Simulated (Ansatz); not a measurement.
AlN (rocksalt) was put through Ansatz (plane waves). The cell was relaxed with r2SCAN and then strained (epitaxial +2.0 % in the xy plane, free normal strain -1.46 %), with the atoms relaxed again with r2SCAN; k points keep the names of the unstrained zone.

The cell given to it:
```cif
data_structure
_symmetry_space_group_name_H-M 'P 1'
_symmetry_Int_Tables_number 1
_cell_length_a 2.8633
_cell_length_b 2.8633
_cell_length_c 2.9122
_cell_angle_alpha 59.433
_cell_angle_beta 59.433
_cell_angle_gamma 61.135
_cell_volume 16.87
loop_
_atom_site_label
_atom_site_type_symbol
_atom_site_fract_x
_atom_site_fract_y
_atom_site_fract_z
_atom_site_occupancy
Al1 Al 0.00000 0.00000 0.00000 1
N1 N 0.50000 0.50000 0.50000 1
```

What the program printed (shortened):
```
scf.n_extra_bands = 4 over 4 filled bands (N_el = 8.0): the run solves 8 bands
Functional definition: r2SCAN
Crystal: 2 atoms, lattice volume = 16.872 Å³
Basis set: ecut = 500 eV, 427 PW (Γ)
Symmetry: 16 space group operations
Space group: I4/mmm (ITA 139)
k-points: 102 of 1000
Free energy (F): -928.129364 eV
Fermi energy:    10.830672 eV
--- Per-component energies (eV) ---
  E_band       = 33.359616
  E_kinetic    = 163.124104
  E_local      = -172.273137
  E_nonlocal   = 52.874214
  E_hartree    = 63.502169
  E_xc         = -99.910004
  E_vxc        = -120.751741
  E_paw        = -601.999901
  E_vpaw       = -23.065277
  E_vtau       = 6.450332
  E_ewald      = -333.357155
  E_core_change = -0.089673
--- Forces (eV/Å), atoms counted from 1 ---
  atom   1  Al      0.00000      0.00000      0.00000
  atom   2  N       0.00000      0.00000      0.00000
--- Stress (GPa, compression-positive) ---
       -8.954154       0.000000       0.000000
        0.000000      -8.954154       0.000000
        0.000000       0.000000      -0.002387
  P = ⅓ Tr σ = -5.9702 GPa (-59.702 kbar)
--- Band table (eV; the first three rows and the last of 102) ---
  k-point 0: bands = [-7.4603, 10.5608, 10.8307, 10.8307, 16.8850, 23.4494, 23.4494, 23.9289]
  k-point 1: bands = [-7.2565, 9.6928, 10.5631, 10.6863, 17.5363, 22.7680, 23.7447, 24.0958]
  k-point 2: bands = [-6.6661, 7.5366, 10.2884, 10.3373, 18.2485, 22.3225, 23.8057, 24.4455]
  k-point 101: bands = [-3.1965, 3.4475, 7.7352, 7.7352, 15.8329, 16.5739, 26.1500, 28.8698]
```

Levels at the listed points, from bands.tsv (eV from the Fermi energy, bands near the gap, counted from 0):
```tsv
# k_distance	band_0	band_1	band_2	band_3	band_4	band_5	band_6	band_7
# fermi_ev = 10.830672
# [0, 0, 0] at k_distance = 0.000000
# [0.5, 0, 0.5] at k_distance = 1.525603
# [0.625, 0.25, 0.625] at k_distance = 2.074535
# [0.375, 0.375, 0.75] at k_distance = 3.014319
# [0.5, 0.5, 0.5] at k_distance = 3.970547
# [0.5, 0.25, 0.75] at k_distance = 5.068411
# [0.5, 0.5, 0] at k_distance = 7.392865
# levels_relative_to = fermi_ev
0.000	-18.291	-0.270	0.000	0.000	6.054	12.619	12.619	13.098
1.526	-14.300	-7.530	-3.064	-2.607	5.304	6.080	14.867	17.824
2.075	-14.240	-6.643	-5.543	-2.338	6.611	10.063	13.545	15.514
3.014	-14.108	-6.546	-5.492	-2.572	6.265	9.690	13.882	15.378
3.971	-15.145	-8.386	-1.263	-1.137	6.652	11.280	12.142	14.184
5.068	-14.037	-5.874	-5.757	-3.848	8.648	11.192	11.522	12.692
7.393	-14.027	-7.383	-3.095	-3.095	5.002	5.743	15.319	18.039
```
In order the rows are Γ, X, U, K, L, W, X.

Task: Which of these blocks stood in the input: relax, gw, phonons, dielectric, magnetization (spin_orbit)?

Result: None of them. A single point prints forces and stress when the output block asks for them.

Task: Which k mesh was typed?

Result: 10×10×10, Γ-centred.

Task: How were the bands filled?

Result: Fixed occupations.

Command: `ansatz run input.yaml --threads 2 --pin off --max-ram 2211MiB --backend cpu --events-out ev --progress --plain --runs-dir out`. It took 1.8 s on 2 threads of Arm Neoverse V1, on a shared host; peak host memory 0.33 GiB.

All values are calculated for a non-magnetic cell, which may be hypothetical.
